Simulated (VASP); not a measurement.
# SiC (P6_3mc) in VASP: band structure with LDA

Aim: the band structure of SiC with LDA.

Everything below comes from runs of VASP 6.6.1. Logs are shortened: lines on timing, memory, paths and dates and some standing lists are left out, and cuts for length are marked.

## (1) The structure

Symmetry: P6_3mc, No. 186, hexagonal system. Conventional cell: a = 3.057 Å, b = 3.057 Å, c = 5.018 Å, α = 90.00°, β = 90.00°, γ = 120.00°. Around Si (site symmetry 3m) lie 4 C at 1.87 to 1.89 Å. C (site symmetry 3m) has 4 Si at 1.87 to 1.89 Å as nearest neighbours.

The cell was built by a generator and needn't be a form met in nature.

## (2) Band structure, LDA

Input file POSCAR:

```
SiC                                     
1.0
    3.0573995561      0.0000000000      0.0000000000
   -1.5286997780      2.6477856815      0.0000000000
   -0.0000000000     -0.0000000000      5.0177846553
  Si              C             
     2     2
Direct
     0.3333333300000021    0.6666666699999979    0.0005973832991810
     0.6666666699999979    0.3333333300000021    0.5005973832991810
     0.3333333300000021    0.6666666699999979    0.3764026167008215
     0.6666666699999979    0.3333333300000021    0.8764026167008214
```

Input file INCAR.step1:

```
SYSTEM = SiC
  PREC = Accurate
  ENCUT = 520
  EDIFF = 1E-6
  ISMEAR = 0
  SIGMA = 0.02
  LREAL = .FALSE.
  LASPH = .TRUE.
  NELM = 100
  ALGO = Normal
  ISIF = 2
  LWAVE = .FALSE.
  LCHARG = .TRUE.
  GGA = CA
```

Input file KPOINTS.step1:

```
regular mesh
0
G
  10 10 6
  0 0 0
```

Input file INCAR.step2:

```
SYSTEM = SiC
  PREC = Accurate
  ENCUT = 520
  EDIFF = 1E-6
  ISMEAR = 0
  SIGMA = 0.05
  LREAL = .FALSE.
  LASPH = .TRUE.
  NELM = 100
  ALGO = Normal
  ISIF = 2
  LWAVE = .FALSE.
  LCHARG = .FALSE.
  GGA = CA
  ICHARG = 11
```

Input file KPOINTS.step2:

```
path GMKGALHA,LM,KH
10
line-mode
reciprocal
 0.0000000000  0.0000000000  0.0000000000  G
 0.5000000000  0.0000000000  0.0000000000  M

 0.5000000000  0.0000000000  0.0000000000  M
 0.3333333333  0.3333333333  0.0000000000  K

 0.3333333333  0.3333333333  0.0000000000  K
 0.0000000000  0.0000000000  0.0000000000  G

 0.0000000000  0.0000000000  0.0000000000  G
 0.0000000000  0.0000000000  0.5000000000  A

 0.0000000000  0.0000000000  0.5000000000  A
 0.5000000000  0.0000000000  0.5000000000  L

 0.5000000000  0.0000000000  0.5000000000  L
 0.3333333333  0.3333333333  0.5000000000  H

 0.3333333333  0.3333333333  0.5000000000  H
 0.0000000000  0.0000000000  0.5000000000  A

 0.5000000000  0.0000000000  0.5000000000  L
 0.5000000000  0.0000000000  0.0000000000  M

 0.3333333333  0.3333333333  0.0000000000  K
 0.3333333333  0.3333333333  0.5000000000  H
```

Potentials or basis: VASP PAW LDA potentials, release 64 (Si, C).

The run is started by

```bash
$ cat potpaw_LDA.64/Si/POTCAR potpaw_LDA.64/C/POTCAR > POTCAR
$ cp INCAR.step1 INCAR
$ cp KPOINTS.step1 KPOINTS
$ mpirun -np 1 vasp_std > vasp.out
$ cp INCAR.step2 INCAR
$ cp KPOINTS.step2 KPOINTS
$ mpirun -np 1 vasp_std > vasp.out
```

OUTCAR:

```text
SYSTEM = SiC
   PREC = Accurate
   ENCUT = 520
   EDIFF = 1E-6
   ISMEAR = 0
   LREAL = .FALSE.
   LASPH = .TRUE.
   NELM = 100
   ISIF = 2
   GGA = CA
   ICHARG = 11

 ion  position               nearest neighbor table
   1  0.333  0.667  0.001-   4 1.87   4 1.87   4 1.87   3 1.89   2 3.07   2 3.07   2 3.07   2 3.07
                             2 3.07   2 3.07
   2  0.667  0.333  0.501-   3 1.87   3 1.87   3 1.87   4 1.89   1 3.07   1 3.07   1 3.07   1 3.07
                             1 3.07   1 3.07
   3  0.333  0.667  0.376-   2 1.87   2 1.87   2 1.87   1 1.89
   4  0.667  0.333  0.876-   1 1.87   1 1.87   1 1.87   2 1.89

  LATTYP: Found a hexagonal cell.
 ALAT       =     3.0573995561
 C/A-ratio  =     1.6411936233

  Lattice vectors:

 A1 = (   3.0573995561,   0.0000000000,   0.0000000000)
 A2 = (  -1.5286997780,   2.6477856815,   0.0000000000)
 A3 = (   0.0000000000,   0.0000000000,   5.0177846553)

Analysis of symmetry for initial positions (statically):
=====================================================================
 Subroutine PRICEL returns:
 Original cell was already a primitive cell.

 Routine SETGRP: Setting up the symmetry group for a
 hexagonal supercell.

 Subroutine GETGRP returns: Found 12 space group operations
 (whereof  6 operations were pure point group operations)
 out of a pool of 24 trial point group operations.

The static configuration has the point symmetry C_3v.
 The point group associated with its full space group is C_6v.

Analysis of symmetry for dynamics (positions and initial velocities):
=====================================================================
 Subroutine PRICEL returns:
 Original cell was already a primitive cell.

 Routine SETGRP: Setting up the symmetry group for a
 hexagonal supercell.

 Subroutine GETGRP returns: Found 12 space group operations
 (whereof  6 operations were pure point group operations)
 out of a pool of 24 trial point group operations.

The dynamic configuration has the point symmetry C_3v.
 The point group associated with its full space group is C_6v.

 Subroutine INISYM returns: Found 12 space group operations
 (whereof  6 operations are pure point group operations),
 and found     1 'primitive' translations

----------------------------------------------------------------------------------------

                                     Primitive cell

  volume of cell :      40.6207

  direct lattice vectors                    reciprocal lattice vectors
     3.057399556  0.000000000  0.000000000     0.327075340  0.188837036  0.000000000
    -1.528699778  2.647785681  0.000000000     0.000000000  0.377674072  0.000000000
     0.000000000  0.000000000  5.017784655     0.000000000  0.000000000  0.199291135

  length of vectors
     3.057399556  3.057399553  5.017784655     0.377674072  0.377674072  0.199291135

  position of ions in fractional coordinates (direct lattice)
     0.333333330  0.666666670  0.000597383
     0.666666670  0.333333330  0.500597383
     0.333333330  0.666666670  0.376402617
     0.666666670  0.333333330  0.876402617

  ion indices of the primitive-cell ions
   primitive index   ion index
                 1           1
                 2           2
                 3           3
                 4           4

----------------------------------------------------------------------------------------

 KPOINTS: path GMKGALHA,LM,KH

Interpolating k-points between supplied coordinates.

 Line segments in fractional coordinates (reciprocal lattice):
    0.000000  0.000000  0.000000  ...  0.500000  0.000000  0.000000
    0.500000  0.000000  0.000000  ...  0.333333  0.333333  0.000000
    0.333333  0.333333  0.000000  ...  0.000000  0.000000  0.000000
    0.000000  0.000000  0.000000  ...  0.000000  0.000000  0.500000
    0.000000  0.000000  0.500000  ...  0.500000  0.000000  0.500000
    0.500000  0.000000  0.500000  ...  0.333333  0.333333  0.500000
    0.333333  0.333333  0.500000  ...  0.000000  0.000000  0.500000
    0.500000  0.000000  0.500000  ...  0.500000  0.000000  0.000000
    0.333333  0.333333  0.000000  ...  0.333333  0.333333  0.500000

 Generated    10 points on each line segment, for a total of     90 k-points:

 Following reciprocal coordinates:
            Coordinates               Weight
  0.000000  0.000000  0.000000      0.011111
  0.055556  0.000000  0.000000      0.011111
  0.111111  0.000000  0.000000      0.011111
  0.166667  0.000000  0.000000      0.011111
  0.222222  0.000000  0.000000      0.011111
  0.277778  0.000000  0.000000      0.011111
[... 16 lines left out ...]
  0.259259  0.259259  0.000000      0.011111
  0.222222  0.222222  0.000000      0.011111
 [... further k-points ...]
   k-points           NKPTS =     90   k-points in BZ     NKDIM =     90   number of bands    NBANDS=     12
   number of dos      NEDOS =    301   number of ions     NIONS =      4
   total plane-waves  NPLWV =  23040
   dimension x,y,z NGX =    24 NGY =   24 NGZ =   40
   dimension x,y,z NGXF=    48 NGYF=   48 NGZF=   80
   ions per type =               2   2
   NGX,Y,Z   is equivalent  to a cutoff of  13.05, 13.05, 13.25 a.u.
   NGXF,Y,Z  is equivalent  to a cutoff of  26.10, 26.10, 26.51 a.u.
 SYSTEM =  SiC
   PREC   = accura    normal or accurate (medium, high low for compatibility)
   ISTART =      0    job   : 0-new  1-cont  2-samecut
   ICHARG =     11    charge: 1-file 2-atom 10-const
   ISPIN  =      1    spin polarized calculation?
   LNONCOLLINEAR =      F non collinear calculations
   LSORBIT =      F    spin-orbit coupling
   LASPH  =      T    aspherical Exc in radial PAW
   ENCUT  =  520.0 eV  38.22 Ry    6.18 a.u.   5.68  5.68  9.33*2*pi/ulx,y,z
   NELM   =    100;   NELMIN=  2; NELMDL=  0     # of ELM steps
   EDIFF  = 0.1E-05   stopping-criterion for ELM
   LREAL  =      F    real-space projection
   EDIFFG = 0.1E-04   stopping-criterion for IOM
   NSW    =      0    number of steps for IOM
   IBRION =     -1    ionic relax: 0-MD 1-quasi-New 2-CG
   NFREE  =      0    steps in history (QN), initial steepest desc. (CG)
   ISIF   =      2    stress and relaxation
   ISYM   =      2    0-nonsym 1-usesym 2-fastsym
   POTIM  = 0.5000    time-step for ionic-motion
   TEBEG  =    0.0;   TEEND  =   0.0 temperature during run
   PSTRESS=    0.0 pullay stress
   NELECT =      16.0000    total number of electrons
   NUPDOWN=      -1.0000    fix difference up-down
   EMIN   =  10.00;   EMAX   =-10.00  energy-range for DOS
   EFERMI =   0.00;   METHOD = LEGACY
   ISMEAR =     0;   SIGMA  =   0.05  broadening in eV -4-tet -1-fermi 0-gaus
   EFERMI_NEDOS =   21; number of points for ismear=-14 and -15
   IALGO  =     38    algorithm
   IMIX   =      4    mixing-type and parameters
     AMIX     =   0.40;   BMIX     =  1.00
     AMIX_MAG =   1.60;   BMIX_MAG =  1.00
  volume/ion in A,a.u.               =      10.16        68.53
  Fermi-wavevector in a.u.,A,eV,Ry     =   1.200049  2.267765 19.594004  1.440119
  Thomas-Fermi vector in A             =   2.335896
   LORBIT       =      0    0 simple, 1 ext, 2 COOP (PROOUT), +10 PAW based schemes
   GGA     = CA    functional components
   LHFCALC =     F    Hartree Fock is set to
   AEXX    =    0.0000 exact exchange contribution
   IVDW    =     0    specifies the selected vdW correction
   LEPSILON=     F    determine dielectric tensor
   LRPA    =     F    only Hartree local field effects (RPA)
 non-spin polarized calculation
 Gauss-broadening in eV      SIGMA  =   0.05
  energy-cutoff  :      520.00
  volume of cell :       40.62
 maximum number of plane-waves:      1112
 NGX is ok and might be reduce to    24

 number of electron      15.9999999 magnetization

 Free energy of the ion-electron system (eV)
  ---------------------------------------------------
  ext. energy  EPLUGINS =         0.00000000
  ---------------------------------------------------
  free energy    TOTEN  =       -31.94916831 eV

  energy without entropy =      -31.94916831  energy(sigma->0) =      -31.94916831

 E-fermi :   8.6373     XC(G=0): -11.6283

 val. band max:        8.4221844321   @ k =   0.0000   0.0000   0.0000
 cond. band min:      10.5397714687   @ k =   0.3333   0.3333   0.0000
 fundamental gap:      2.1175870366
 Fermi energy:         8.6373116128

 k-point     1 :       0.0000    0.0000    0.0000
  band No.  band energies     occupation
      1      -7.2024      2.00000
      2      -3.5169      2.00000
      3      -0.3996      2.00000
      4       7.0977      2.00000
      5       7.0977      2.00000
      6       8.3072      2.00000
      7       8.4222      2.00000
      8       8.4222      2.00000
      9      13.3387      0.00000
     10      14.8332      0.00000
     11      15.0834      0.00000
     12      15.0834      0.00000

 k-point     2 :       0.0556    0.0000    0.0000
  band No.  band energies     occupation
      1      -7.1478      2.00000
      2      -3.4699      2.00000
      3      -0.3489      2.00000
      4       6.7739      2.00000
      5       6.9970      2.00000
      6       8.2048      2.00000
      7       8.2842      2.00000
      8       8.3947      2.00000
      9      13.5568      0.00000
     10      14.7400      0.00000
     11      15.1340      0.00000
     12      15.2002      0.00000

 k-point     3 :       0.1111    0.0000    0.0000
  band No.  band energies     occupation
      1      -6.9846      2.00000
      2      -3.3304      2.00000
      3      -0.1981      2.00000
      4       5.9590      2.00000
      5       6.7363      2.00000
      6       7.6571      2.00000
      7       8.1592      2.00000
      8       8.3007      2.00000
      9      13.7336      0.00000
     10      14.7749      0.00000
     11      15.3393      0.00000
     12      15.5123      0.00000
[... 286 lines left out ...]
 k-point    23 :       0.2593    0.2593    0.0000
  band No.  band energies     occupation
      1      -3.9401      2.00000
      2      -1.7917      2.00000
      3       1.2599      2.00000
      4       2.1664      2.00000
      5       3.0494      2.00000
      6       3.5039      2.00000
      7       5.2882      2.00000
      8       5.5414      2.00000
      9      11.2680      0.00000
     10      15.3689      0.00000
     11      16.3021      0.00000
     12      16.6830      0.00000

 k-point    24 :       0.2222    0.2222    0.0000
  band No.  band energies     occupation
      1      -4.7231      2.00000
      2      -1.8247      2.00000
      3       1.1925      2.00000
      4       2.5578      2.00000
      5       2.8861      2.00000
      6       4.3295      2.00000
      7       5.9409      2.00000
      8       6.2174      2.00000
      9      12.0408      0.00000
     10      14.7627      0.00000
     11      15.8991      0.00000
     12      16.0694      0.00000

 [... further k-points ...]

------------------------ aborting loop because EDIFF is reached ----------------------------------------

  FORCE on cell =-STRESS in cart. coord.  units (eV):
  Direction    XX          YY          ZZ          XY          YZ          ZX
  --------------------------------------------------------------------------------------
  -------------------------------------------------------------------------------------
  Total        1.4516124      1.4516124      0.9133354      0.0000000      0.0000000     -0.0000000
  in kB       57.2551047     57.2551046     36.0241554      0.0000000      0.0000000     -0.0000000
  external PRESSURE =      50.1781216 kB  Pullay stress =       0.0000000 kB

 VOLUME and BASIS-vectors are now :
 -----------------------------------------------------------------------------
  energy-cutoff  :      520.00
  volume of cell :       40.62
      direct lattice vectors                 reciprocal lattice vectors
     3.057399556  0.000000000  0.000000000     0.327075340  0.188837036  0.000000000
    -1.528699778  2.647785681  0.000000000     0.000000000  0.377674072  0.000000000
     0.000000000  0.000000000  5.017784655     0.000000000  0.000000000  0.199291135

 POSITION                                       TOTAL-FORCE (eV/Angst)
 -----------------------------------------------------------------------------------
     -0.00000      1.76519      0.00300        -0.000000     -0.000000     -0.210237
      1.52870      0.88260      2.51189         0.000000      0.000000     -0.210237
     -0.00000      1.76519      1.88871        -0.000000      0.000000      0.210237
      1.52870      0.88260      4.39760         0.000000     -0.000000      0.210237
 -----------------------------------------------------------------------------------
    total drift:                               -0.000004      0.000002     -0.042315

  FREE ENERGIE OF THE ION-ELECTRON SYSTEM (eV)
  ---------------------------------------------------
  free  energy   TOTEN  =       -31.9491683126 eV

  energy  without entropy=      -31.9491683126  energy(sigma->0) =      -31.94916831
```

It took 19 s on 1 thread of Intel Xeon 6975P-C (Granite Rapids), shared host; peak memory 0.15 GiB.

Results:

| Item | Value |
| --- | --- |
| Band gap on the k mesh | 2.28 eV, indirect (least direct gap 3.91 eV) |
| Band gap along the path | 2.12 eV, indirect (least direct gap 3.91 eV) |

Levels at the corners of the path, in eV from the valence-band top:
```csv
point,band 6,band 7,band 8,band 9,band 10,band 11
Γ,-0.12,0.00,0.00,4.92,6.41,6.66
M,-3.37,-3.36,-1.20,2.71,4.16,6.95
M,-3.37,-3.36,-1.20,2.71,4.16,6.95
K,-4.11,-4.11,-3.90,2.12,8.10,8.84
K,-4.11,-4.11,-3.90,2.12,8.10,8.84
Γ,-0.12,0.00,0.00,4.92,6.41,6.66
Γ,-0.12,0.00,0.00,4.92,6.41,6.66
A,-0.72,-0.72,-0.72,5.99,5.99,7.34
A,-0.72,-0.72,-0.72,5.99,5.99,7.34
L,-2.47,-2.35,-2.35,3.25,3.25,5.23
L,-2.47,-2.35,-2.35,3.25,3.25,5.23
H,-5.76,-1.75,-1.75,5.10,5.10,5.93
H,-5.76,-1.75,-1.75,5.10,5.10,5.93
A,-0.72,-0.72,-0.72,5.99,5.99,7.34
L,-2.47,-2.35,-2.35,3.25,3.25,5.23
M,-3.37,-3.36,-1.20,2.71,4.16,6.95
K,-4.11,-4.11,-3.90,2.12,8.10,8.84
H,-5.76,-1.75,-1.75,5.10,5.10,5.93
```

Caveat: the log is that of the step along the path at fixed density, whose energy, stress, charges and moments have no meaning; the mesh misses the band edges, which the band path finds closer together.
